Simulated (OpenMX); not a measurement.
## CsI under changes of volume

One of the cells (48.571 Å³/atom); the others are scaled copies at fixed shape and fractional positions:

```
Cs I
1.0
     4.59694    0.00000    0.00000
     0.00000    4.59694    0.00000
     0.00000    0.00000    4.59694
Cs I
1 1
Direct
  0.00000 0.00000 0.00000
  0.50000 0.50000 0.50000
```

* Program: OpenMX 3.8.5
* Functional: PBE
* Potentials or basis: OpenMX 2013 PBE set, Cs12.0-s3p2d2, I7.0-s3p2d2f1, fixed grid of 48 × 48 × 48 points
* k mesh: 7 × 7 × 7
* Occupations: fermi-dirac, width 0.05 eV
* Spin: no spin polarisation

```csv
volume (Å³/atom),energy over the lowest point (meV/atom),gap on the mesh (eV)
44.762,?,?
45.714,22.74,4.06
46.666,14.79,4.09
48.571,4.45,3.98
49.523,1.52,3.91
50.476,0.00,3.86
```

Task: What does the run at 44.762 Å³/atom give?

Result: Energy over the lowest point 32.88 meV/atom; gap on the mesh 4.02 eV.

Worked out: A Birch-Murnaghan fit of order 3 (a polynomial in V^(-2/3)) to the other rows has its minimum at 51.31 Å³/atom, just outside them, with B0 = V·E''(V) = 9.4 GPa and B' = 5.8. It gives 32.82 meV/atom at 44.762 Å³/atom, against the run's 32.88. A parabola through the other rows of the gap, of slope 0.863 eV per unit of ln V there, extrapolates to 4.07 eV, against the run's 4.02.

Energies are extrapolated to zero smearing.

Caveats: spin-orbit coupling is left out, which moves the levels of the heavy elements; an odd mesh through Γ misses points on the zone boundary, where band edges often lie; the basis of atomic orbitals isn't converged, which shifts pressures, moduli and gaps.
